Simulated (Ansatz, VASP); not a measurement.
One calculation of CoO, two programs

```
Co O
1.0
     2.89389    0.00000    0.00000
    -1.44694    2.50618    0.00000
     0.00000    0.00000    2.82429
Co O
1 1
Direct
  0.00000 0.00000 0.00000
  0.66667 0.33333 0.50000
```

Measurements of this composition are mostly on another form, of space group No. 225.

Alike in both runs: task single point; functional PBE; k mesh 11 × 11 × 10; occupations fermi-dirac, width 0.05 eV; collinear spin.

|  | VASP | Ansatz |
| --- | --- | --- |
| version | VASP 6.6.1 | Ansatz 0.2.0 |
| potentials or method | VASP PAW PBE potentials, release 64 (Co, O) | Ansatz PAW |
| plane-wave cutoff (eV) | 520 | 420 |
| valence electrons in the cell | 15 | 23 |

VASP gave:

```
gap on the k mesh at the Fermi level (eV)                     : none
pressure (GPa)                                                : -13.4
largest component of the traceless stress (GPa)               : 4.23
net moment per atom (μB)                                      : 1.50
size of the moment on the site where the two differ most (μB) : 2.56
```

Estimate Ansatz's values.

gap on the k mesh at the Fermi level (eV): none; pressure (GPa): -13.2; largest component of the traceless stress (GPa): 3.90; net moment per atom (μB): 1.50; size of the moment on the site where the two differ most (μB): 2.53.

Site moments also hang on the region over which each program counts them. A gap of «none» marks a metal or a gap that the smearing closes. The functional is the same, so the differences come from potentials, cutoffs and numerics. The two sets of potentials don't hold the same shells in valence.

Caveats: a cell with one magnetic atom can't hold antiferromagnetic order, which such compounds often take; semilocal functionals often make such compounds metallic where correlation or magnetic order opens a gap, which also shifts bond lengths; the pressure holds a Pulay correction of +0.7 GPa for the finite cutoff (Ansatz).
